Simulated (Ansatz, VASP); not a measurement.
# ZnSnO2 (CuAu-ordered zincblende type (invented)) in two plane-wave programs

Aim: how closely do two programs agree when they are given the same cell, functional and k mesh? The cell is generated by rule, not measured, and may not be a known phase. Of the first pair: The two relaxations start from unlike cells of this crystal (the structure described is Ansatz's start), so only their ends are compared.

Program: Ansatz 0.2.0. Level of theory: plane waves, with VASP 6.6.1 beside it; relaxation of cell and atoms at PBE. Results are calculated unless marked as measured.

### 1. Starting point

It takes space group P-4m2 (No. 115, tetragonal). Conventional cell: a = 3.446 Å, b = 3.446 Å, c = 4.874 Å, α = 90.00°, β = 90.00°, γ = 90.00°. Nearest to Zn lie 4 O at 2.11 Å. Nearest to Sn lie 4 O at 2.11 Å. Nearest to O lie 2 Zn at 2.11 Å and 2 Sn at 2.11 Å. Farther neighbours and most contacts between anions are not listed.

As a file:

```xyz
4
Lattice="3.4461 0.0000 0.0000 0.0000 3.4461 0.0000 0.0000 0.0000 4.8735" Properties=species:S:1:pos:R:3 pbc="T T T"
Zn    0.0000    0.0000    0.0000
Sn    1.7231    1.7231    2.4368
O     0.0000    1.7231    1.2184
O     1.7231    0.0000    3.6551
```

### 2. VASP: relaxation of cell and atoms, PBE, pair 1

The relaxed volume is the usual yardstick between codes: in a stiff, nearly cubic crystal its relative difference is about their pressure difference at one cell divided by the bulk modulus.

Lines of VASP's logs that name or quote its potential files are left out, and so is its time.

INCAR reads:

```
SYSTEM = ZnSnO2
PREC = Accurate
ENCUT = 600
EDIFF = 1E-07
NELM = 120
ISMEAR = 0
SIGMA = 0.1
LREAL = .FALSE.
ALGO = Normal
GGA = PE
NBANDS = 25
LORBIT = 11
LWAVE = .FALSE.
LCHARG = .FALSE.
ISIF = 3
IBRION = 2
NSW = 80
EDIFFG = -0.005
LASPH = .TRUE.
GGA_COMPAT = .FALSE.
NELMIN = 4
```

POSCAR reads:

```
ZnSnO2
1.0
    3.4955035154      0.0000000000      0.0000000000
    0.0000000000      3.4955035154      0.0000000000
    0.0000000000      0.0000000000      5.1771557421
Zn Sn O
1 1 2
Direct
    0.0000000000      0.0000000000      0.0000000000
    0.5000000000      0.5000000000      0.5000000000
    0.0000000000      0.5000000000      0.2004425885
    0.5000000000      0.0000000000      0.7995574115
```

KPOINTS reads:

```
Automatic mesh
0
Gamma
6 6 4
0 0 0
```

PAW data sets: Zn, Sn_d and O (PBE family, release 64).

Run with:

```bash
$ mpirun -np 1 vasp_std
```

Numbers of over 12 decimals in the logs are rounded to 6 here.

Log:

```text
[banner, memory and clock lines left out]
running    1 mpi-ranks, on    1 nodes
 distrk:  each k-point on    1 cores,    1 groups
 distr:  one band on    1 cores,    1 groups

 POSCAR found type information on POSCAR ZnSnO
 POSCAR found :  3 types and       4 ions
 LDA part: xc-table for (Slater+PW92), standard interpolation
 POSCAR, INCAR and KPOINTS ok, starting setup
 FFT: planning ... GRIDC
 FFT: planning ... GRID_SOFT
 FFT: planning ... GRID
 WAVECAR not read
 entering main loop
       N       E                     dE             d eps       ncg     rms          rms(c)
DAV:   1     0.378506635952E+03    0.37851E+03   -0.21530E+04  1516   0.248E+03
DAV:   2     0.283374597732E+02   -0.35017E+03   -0.33683E+03  1612   0.525E+02
DAV:   3    -0.213006277154E+02   -0.49638E+02   -0.48732E+02  1762   0.182E+02
DAV:   4    -0.230926664155E+02   -0.17920E+01   -0.17856E+01  1738   0.368E+01
DAV:   5    -0.231251602059E+02   -0.32494E-01   -0.32483E-01  1700   0.520E+00    0.127E+01
DAV:   6    -0.191500908071E+02    0.39751E+01   -0.14205E+01  2417   0.841E+01    0.655E+00
DAV:   7    -0.192239066936E+02   -0.73816E-01   -0.30811E+00  1588   0.156E+01    0.391E+00
DAV:   8    -0.192114503456E+02    0.12456E-01   -0.80096E-01  1787   0.695E+00    0.145E+00
DAV:   9    -0.191716297422E+02    0.39821E-01   -0.18198E-01  2335   0.611E+00    0.220E-01
DAV:  10    -0.191736511183E+02   -0.20214E-02   -0.20181E-02  1794   0.172E+00    0.160E-01
DAV:  11    -0.191734851715E+02    0.16595E-03   -0.34887E-03  2358   0.970E-01    0.653E-02
DAV:  12    -0.191734921808E+02   -0.70094E-05   -0.52354E-04  1910   0.331E-01    0.272E-02
DAV:  13    -0.191734969956E+02   -0.48148E-05   -0.61813E-05  1617   0.852E-02    0.851E-03
DAV:  14    -0.191734976556E+02   -0.65992E-06   -0.90930E-06  2293   0.479E-02    0.320E-03
DAV:  15    -0.191734978118E+02   -0.15622E-06   -0.19161E-06  2099   0.232E-02    0.291E-03
DAV:  16    -0.191734977093E+02    0.10244E-06   -0.48514E-07  1810   0.109E-02    0.462E-04
DAV:  17    -0.191734976760E+02    0.33294E-07   -0.13089E-07   993   0.287E-03
   1 F= -.19173498E+02 E0= -.19173015E+02  d E =-.191735E+02
 curvature:   0.00 expect dE= 0.000E+00 dE for cont linesearch  0.000E+00
 trial: gam= 0.00000 g(F)=  0.128E-05 g(S)=  0.510E-04 ort = 0.000E+00 (trialstep = 0.100E+01)
 search vector abs. value=  0.523E-04
 bond charge predicted
       N       E                     dE             d eps       ncg     rms          rms(c)
DAV:   1    -0.191742376659E+02   -0.73996E-03   -0.13213E-02  1851   0.196E+00    0.188E-01
DAV:   2    -0.191736197372E+02    0.61793E-03   -0.25245E-03  1785   0.865E-01    0.638E-02
DAV:   3    -0.191735411990E+02    0.78538E-04   -0.14181E-04  2074   0.229E-01    0.356E-02
DAV:   4    -0.191735198334E+02    0.21366E-04   -0.52739E-05  2118   0.954E-02    0.940E-03
DAV:   5    -0.191735193109E+02    0.52258E-06   -0.46748E-06  1625   0.195E-02    0.290E-03
DAV:   6    -0.191735195338E+02   -0.22292E-06   -0.70227E-07  2067   0.167E-02    0.106E-03
DAV:   7    -0.191735196466E+02   -0.11285E-06   -0.36534E-07  1278   0.589E-03    0.573E-04
DAV:   8    -0.191735195928E+02    0.53792E-07   -0.31448E-08   780   0.205E-03
   2 F= -.19173520E+02 E0= -.19173018E+02  d E =-.219168E-04
 trial-energy change:   -0.000022  1 .order   -0.000018   -0.000052    0.000015
 step:   0.8187(harm=  0.7733)  dis= 0.00014  next Energy=   -19.173521 (dE=-0.233E-04)
 reached required accuracy - stopping structural energy minimisation
```

OUTCAR, selected parts (step 2):

```text
ion  position               nearest neighbor table
   1  0.000  0.000  0.000-   3 2.03   4 2.03   3 2.03   4 2.03
   2  0.500  0.500  0.500-   3 2.34   4 2.34   4 2.34   3 2.34
   3  0.000  0.500  0.200-   1 2.03   1 2.03   2 2.34   2 2.34
   4  0.500  0.000  0.800-   1 2.03   1 2.03   2 2.34   2 2.34

  LATTYP: Found a simple tetragonal cell.
 ALAT       =     3.4955035154
 C/A-ratio  =     1.4810901260

 Subroutine GETGRP returns: Found  8 space group operations
 (whereof  8 operations were pure point group operations)

The static configuration has the point symmetry D_2d.

 Found     30 irreducible k-points:

   k-points           NKPTS =     30   k-points in BZ     NKDIM =     30   number of bands    NBANDS=     25

   dimension x,y,z NGX =    28 NGY =   28 NGZ =   42
   dimension x,y,z NGXF=    56 NGYF=   56 NGZF=   84

   ENCUT  =  600.0 eV  44.10 Ry    6.64 a.u.   6.98  6.98 10.34*2*pi/ulx,y,z

   NELECT =      38.0000    total number of electrons

 k-points in reciprocal lattice and weights: Automatic mesh
   0.00000000  0.00000000  0.00000000       0.007
   0.16666667  0.00000000  0.00000000       0.028
   0.33333333  0.00000000  0.00000000       0.028
   0.50000000  0.00000000  0.00000000       0.014
   0.16666667  0.16666667  0.00000000       0.028
   0.33333333  0.16666667  0.00000000       0.056
   0.50000000  0.16666667  0.00000000       0.028
   0.33333333  0.33333333  0.00000000       0.028
   0.50000000  0.33333333  0.00000000       0.028
[...]
0.50000000  0.33333333  0.50000000       0.028
   0.50000000  0.50000000  0.50000000       0.007

 average (electrostatic) potential at core
       1 -34.0386       2-102.4982       3 -70.8781       4 -70.8781

 E-fermi :   5.1133

 k-point     1 :       0.0000    0.0000    0.0000
  band No.  band energies     occupation
    ...
     15       0.7025      2.00000
     16       1.3447      2.00000
     17       2.0974      2.00000
     18       2.4177      2.00000
     19       2.4177      2.00000
     20       6.1275      0.00000
     21       8.4386      0.00000
     22      10.2639      0.00000
     23      10.2639      0.00000
     24      11.8543      0.00000
    ...

 k-point     2 :       0.1667    0.0000    0.0000
  band No.  band energies     occupation
    ...
     15       0.7565      2.00000
     16       0.8881      2.00000
     17       1.9744      2.00000
     18       2.3619      2.00000
     19       2.9577      2.00000
     20       6.5360      0.00000
     21       8.0794      0.00000
     22       9.6399      0.00000
     23      10.4477      0.00000
     24      12.5899      0.00000
    ...

 k-point     3 :       0.3333    0.0000    0.0000
  band No.  band energies     occupation
    ...
     15      -0.0797      2.00000
     16       1.3210      2.00000
     17       1.3433      2.00000
     18       2.1742      2.00000
     19       3.8134      2.00000
     20       6.4699      0.00000
     21       7.9225      0.00000
     22       9.5494      0.00000
     23      10.8532      0.00000
     24      11.9234      0.00000
    ...

  Total        0.0149144      0.0149144      0.0073715      0.0000000      0.0000000      0.0000000
  in kB        0.3782519      0.3782519      0.1869539      0.0000000      0.0000000      0.0000000
  external PRESSURE =       0.3144859 kB  Pullay stress =       0.0000000 kB

  energy-cutoff  :      600.00
  volume of cell :       63.17
      direct lattice vectors                 reciprocal lattice vectors
     3.494197732  0.000000000  0.000000000     0.286188727  0.000000000  0.000000000
     0.000000000  3.494197732 -0.000000000     0.000000000  0.286188727 -0.000000000
     0.000000000  0.000000000  5.174155313     0.000000000  0.000000000  0.193268261

 POSITION                                       TOTAL-FORCE (eV/Angst)
 -----------------------------------------------------------------------------------
      3.49420      3.49420     -0.00000         0.000000     -0.000000      0.000000
      1.74710      1.74710      2.58708        -0.000000      0.000000      0.000000
      0.00000      1.74710      1.03730         0.000000      0.000000      0.000261
      1.74710      3.49420      4.13686         0.000000     -0.000000     -0.000261
 -----------------------------------------------------------------------------------
    total drift:                                0.000000      0.000000      0.000000

  FREE ENERGIE OF THE ION-ELECTRON SYSTEM (eV)
  ---------------------------------------------------
  free  energy   TOTEN  =       -19.1735195928 eV

  energy  without entropy=      -19.1725163085  energy(sigma->0) =      -19.17301795

 reached required accuracy - stopping structural energy minimisation

 total charge
# of ion       s       p       d       tot
------------------------------------------
    1        0.440   0.424   9.858  10.722
    2        1.360   0.656  10.030  12.047
    3        1.576   3.372   0.000   4.948
    4        1.576   3.372   0.000   4.948
--------------------------------------------------
tot          4.953   7.824  19.888  32.664

[... 3 further parts left out ...]
```

CONTCAR:

```
ZnSnO2
   1.00000000000000
     3.4941977323208704    0.0000000000000000    0.0000000000000000
     0.0000000000000000    3.4941977323208704   -0.0000000000000000
     0.0000000000000000    0.0000000000000000    5.1741553129211937
  Zn              Sn              O
     1     1     2
Direct
     1.0000000000000000    1.0000000000000000    0.0000000000000000
     0.5000000000000000    0.5000000000000000    0.5000000000000000
     0.0000000000000000    0.5000000000000000    0.2004765723909043
     0.5000000000000000    1.0000000000000000    0.7995234276090957
```

### 3. Ansatz: relaxation of cell and atoms, PBE, pair 1

Ansatz runs on its default PAW (the set named soft_2) files.

Its own start cell and the same functional, mesh and smearing now go to Ansatz, which takes its cutoff from its data sets.

input.yaml reads:

```yaml
crystal:
  lattice:
    - [3.44611, 0.0, 0.0]
    - [0.0, 3.44611, 0.0]
    - [0.0, 0.0, 4.87353]
  atoms:
    - { symbol: Zn, position: [0.0, 0.0, 0.0] }
    - { symbol: Sn, position: [0.5, 0.5, 0.5] }
    - { symbol: O, position: [0.0, 0.5, 0.25] }
    - { symbol: O, position: [0.5, 0.0, 0.75] }
kpoints:
  mp_grid: { grid: [6, 6, 4] }
hamiltonian:
  xc: pbe
scf:
  occupations: { method: gaussian, width: 0.1 }
output:
  forces: true
  stress: true
  eigenvalues: true
relax:
  adjacent_minimum: "off"
  f_tol: 0.05
  max_steps: 80
  cell: { stress_tol: 0.5 }
```

Run with:

```bash
$ ansatz run input.yaml --threads 2 --pin off --max-ram 5120MiB --backend cpu --events-out ev --progress --plain --runs-dir out
```

Log:

```text
The last accepted step is kept in <dir> (removed where the run ends without a failure and the disk answers)
Engine: ansatz 0.2.0, x86_64-unknown-linux-gnu
Pseudopotentials: kind: paw
Pseudopotential: Zn, paw, valence charge 12, recommended cutoff 420 eV (normal), Zn.paw.azcp
Pseudopotential: Sn, paw, valence charge 14, recommended cutoff 420 eV (normal), Sn.paw.azcp
Pseudopotential: O, paw, valence charge 6, recommended cutoff 420 eV (normal), O.paw.azcp
Functional definition: PBE
  parameter kappa = 0.804
  parameter beta = 0.066725
  exchange = pbe_x(kappa = kappa, mu = beta*pi^2/3)
  correlation = pbe_c(beta = beta)
Crystal: 4 atoms, lattice volume = 57.876 Å³
Basis set: ecut = 420 eV, 1125 PW (Γ), exchange–correlation on 48×48×72 points (8 copies of the dense FFT grid, shifted against one another)
Bands: 23, of which v1, the nominal top of the filled ones, is band 19 counted from 1 (18 counted from 0)
Symmetry: 8 space group operations
Space group: P-4m2 (ITA 115), of the structure as read, at distance tolerance 3.9e-5 Å
k-points: 30 of 144 (time reversal used)
Non-local potential: Zn, projectors of the file, l = 0: 2, l = 1: 2, l = 2: 3, l = 3: 1
Non-local potential: Sn, projectors of the file, l = 0: 2, l = 1: 2, l = 2: 2, l = 3: 2
Non-local potential: O, projectors of the file, l = 0: 2, l = 1: 2, l = 2: 1
PAW form: soft (Blöchl's): semilocal exchange-correlation on the pseudo side does not see the compensation charge
PAW one-centre angular grid: Zn, 590 points (default); XC on 64 Gauss nodes
PAW one-centre angular grid: Sn, 590 points (default); XC on 64 Gauss nodes
PAW one-centre angular grid: O, 110 points (default); XC on 64 Gauss nodes
Initial density: superposition of atomic densities (neutral atoms: chi_scale 0, normalization atom), corrected by the library's trained network
Initial wavefunctions: pseudopotential atomic-orbital guess
Functional: x = pbe(κ = 0.804, μ = 0.219515), c = pbe(β = 0.066725)
SCF iter   1: F=—  HF=-10476.709381 eV  |F-HF|=—  |Δ(HF+E_count)|=         —  Δρ=6.41e-3  dr2=1.79e-2  ethr=1.77e-3  ⟨swp⟩=5.8  Hψ=3235  notcnv=0
preconditioner: auto → none  [insulator: Δε(μ)=0.138 eV  Ē_g=15.343 eV  σ=0.100 eV  W_gap=0.66  n_scr=14 (ndim 8)  ℏωp=30.1 eV  f_vac=0.009  D(μ)=0.93/eV (n_scr^D=2)  ε∞_Penn≈4.8]
SCF iter   2: F=—  HF=-10476.706064 eV  |F-HF|=—  |Δ(HF+E_count)|=   3.32e-3  Δρ=2.17e-3  dr2=1.81e-3  ethr=4.72e-5  ⟨swp⟩=2.1  Hψ=1328  notcnv=0
SCF iter   3: F=—  HF=-10476.706145 eV  |F-HF|=—  |Δ(HF+E_count)|=   8.08e-5  Δρ=6.58e-4  dr2=1.12e-4  ethr=4.76e-6  ⟨swp⟩=2.4  Hψ=969  notcnv=0
SCF iter   4: F=—  HF=-10476.706171 eV  |F-HF|=—  |Δ(HF+E_count)|=   2.60e-5  Δρ=2.28e-4  dr2=2.01e-5  ethr=2.95e-7  ⟨swp⟩=2.0  Hψ=1184  notcnv=0
SCF iter   5: F=—  HF=-10476.706056 eV  |F-HF|=—  |Δ(HF+E_count)|=   1.15e-4  Δρ=7.05e-5  dr2=1.64e-6  ethr=5.30e-8  ⟨swp⟩=2.0  Hψ=1037  notcnv=0
SCF iter   6: F=-10476.706056 eV  HF=-10476.706056 eV  |F-HF|=1.22e-8  |Δ(HF+E_count)|=   2.49e-7  Δρ=1.29e-5  dr2=5.51e-8  ethr=2.63e-10  ⟨swp⟩=4.3  Hψ=3176  notcnv=0
SCF 1 converged in 6 iterations: F = -10476.706056 eV  dr2 = 5.51e-8
  greatest PAW one-centre occupation: 0.993 electrons in one spin orbital (limit 2), on the Sn atom at site 1 (counted from 0), in its partial waves of l = 2
relax step   1: F+E_penalty+E_count = -10476.70605592 eV  Δ(F+E_penalty+E_count) = +0.000e0 eV  max|allowed force component| = 1.736e0 eV/Å  Δτ_max = 0.0000 Å  P = +11.797 GPa  Ω = 57.876 Å³  (6 SCF iters, dr2 threshold 1.00e-7 eV, accepted)
[...]
relax step   5: F+E_penalty+E_count = -10477.37906428 eV  Δ(F+E_penalty+E_count) = -1.052e-2 eV  max|allowed force component| = 6.985e-4 eV/Å  Δτ_max = 0.0092 Å  P = -0.164 GPa  Ω = 62.842 Å³  energy of the carried Pulay correction = -1.620e-2 eV  (6 SCF iters, dr2 threshold 4.00e-7 eV, accepted)
[...]
relax step   6: F+E_penalty+E_count = -10477.40353674 eV  Δ(F+E_penalty+E_count) = -2.447e-2 eV  max|allowed force component| = 3.450e-3 eV/Å  Δτ_max = 0.0000 Å  P = +0.366 GPa  Ω = 62.842 Å³  stress off target by 7.74e-1 GPa  SCF on the basis re-selected at this cell (its energy is not comparable with the rows above)  (6 SCF iters)
[...]
relax step   7: F+E_penalty+E_count = -10477.40465839 eV  Δ(F+E_penalty+E_count) = -1.122e-3 eV  max|allowed force component| = 1.023e-2 eV/Å  Δτ_max = 0.0041 Å  P = +0.074 GPa  Ω = 62.997 Å³  energy of the carried Pulay correction = -4.874e-4 eV  (4 SCF iters, dr2 threshold 4.00e-7 eV, accepted)
[...]
relax step   8: F+E_penalty+E_count = -10477.40550909 eV  Δ(F+E_penalty+E_count) = -8.507e-4 eV  max|allowed force component| = 9.787e-3 eV/Å  Δτ_max = 0.0000 Å  P = +0.080 GPa  Ω = 62.997 Å³  stress off target by 2.54e-1 GPa  SCF on the basis re-selected at this cell (its energy is not comparable with the rows above)  (4 SCF iters)
basis re-selected at this cell: Δ(F+E_penalty+E_count) = -8.507e-4 eV, ΔP = +0.006 GPa vs the last step (what re-selecting the basis moved, of the pressure what is left beyond the Pulay correction that the steps carried, after the strain that the cell walked since its last selection, with what the two solves' SCF thresholds leave and, on support functions, any second-order correction that the steps lacked; it is no m [...]
SCF converged after 4 iterations
Free energy (F): -10477.405509 eV
Harris-Foulkes:  -10477.405509 eV  (|F-HF|=1.09e-7)
Internal energy: -10477.404561 eV  (E = F + TS)
E sigma→0 (E₀):  -10477.405035 eV
Entropy (-TS):   -0.000948 eV (-0.237 meV/atom)
Fermi energy:    9.007025 eV
--- Per-component energies (eV) ---
  E_band       = -83.941391
  E_kinetic    = 663.796110
  E_local      = -3356.051783  (includes V_loc(G=0)·N_el)
  E_nonlocal   = 681.826402
  E_hartree    = 1542.762584
  E_xc         = -666.373218
  E_vxc        = -334.711639  (∫ρ·V_xc dr)
  E_paw        = -6280.452605  (= ΣΔE_a)
  E_vpaw       = -824.331729  (= ΣTr[D̂ρ^β])
  E_aug_tail   = 0.004419  (compensation charges beyond the density's cutoff)
  E_ewald      = -3062.916471
  E_smearing   = -0.000948  (= −TS)
  E_closure    = -0.000000  (closes the sum)
  Σ components = -10477.405509   (vs F -10477.405509, Δ=0.00e0)
--- Forces (eV/Å), atoms counted from 1 ---
  atom   1  Zn     0.00000000    -0.00000000     0.00000000
  atom   2  Sn    -0.00000000    -0.00000000    -0.00000000
  atom   3  O      0.00000000     0.00000000    -0.00978716
  atom   4  O      0.00000000     0.00000000     0.00978716
  max |Σ_I F_I| component: 6.25e-16 eV/Å
--- Stress (GPa, compression-positive) ---
       -0.006903       0.000000       0.000000
        0.000000      -0.006903      -0.000000
        0.000000      -0.000000       0.254311
  P = ⅓ Tr σ = 0.0802 GPa (0.802 kbar)
--- Band table (eV; the first three rows and the last of 30) ---
  k-point 0: bands = [... 15 lower, 5.2329, 5.9800, 6.2825, 6.2825, 10.0125, 12.3356, 14.1437, 14.1437]
  k-point 1: bands = [... 15 lower, 4.7142, 6.1032, 6.1032, 6.8892, 9.5939, 12.7286, 14.1326, 14.1326]
  k-point 2: bands = [... 15 lower, 4.9370, 5.8673, 5.8673, 8.0383, 8.6435, 13.7711, 14.1232, 14.1232]
  k-point 29: bands = [... 15 lower, 3.8251, 4.3563, 4.7227, 9.0945, 10.4938, 10.4938, 13.9383, 14.9799]
--- Relaxed structure (6 steps of the walk, 6 accepted, 2 SCFs on fresh bases) ---
  F+E_penalty+E_count = -10477.40550909 eV   max|allowed force component| = 9.787e-3 eV/Å   (the final SCF, on the basis selected at the relaxed cell)
  cell:  # Å, volume = 62.9970 Å³
    - [3.500727, 0, -6.91381343515256e-19]
    - [0, 3.500727, 0]
    - [-9.777597694391363e-19, 0, 5.140478]
  atoms:
    - { symbol: Zn, position: [0, 0, 0] }
    - { symbol: Sn, position: [0.5, 0.5, 0.500000] }
    - { symbol: O, position: [1.9752649378187586e-18, 0.5, 0.199678] }
    - { symbol: O, position: [0.5, 0, 0.800322] }
```

### 4. Side by side

Known differences besides the potentials themselves: the cutoff is 420 eV in Ansatz and 600 eV in VASP; Ansatz adds a Pulay correction to the stress that steers its cell, VASP none. Total energies have different zeros and are not compared.

Both answers:

| quantity | Ansatz | VASP | difference |
| --- | --- | --- | --- |
| volume (Å³) | 63.00 | 63.17 | -0.28 % |
| edge a after relaxation, in the typed setting (Å) | 3.501 | 3.494 | +0.19 % |
| edge c after relaxation, in the typed setting (Å) | 5.141 | 5.174 | -0.65 % |

[end of part 1 of 2]

[Lines on the potential files, build, host, timing and source positions are cut from VASP's logs without a mark.]

[Logs are printed without paths, hosts, clocks, repeated set-up lines and the standing remarks that a program may print on its own settings, such as how far it seeks lower states.]

[Hosts, paths, dates, database ids (printed as entryN), source tags and the programs' standing remarks are cut or masked in the printed files.]
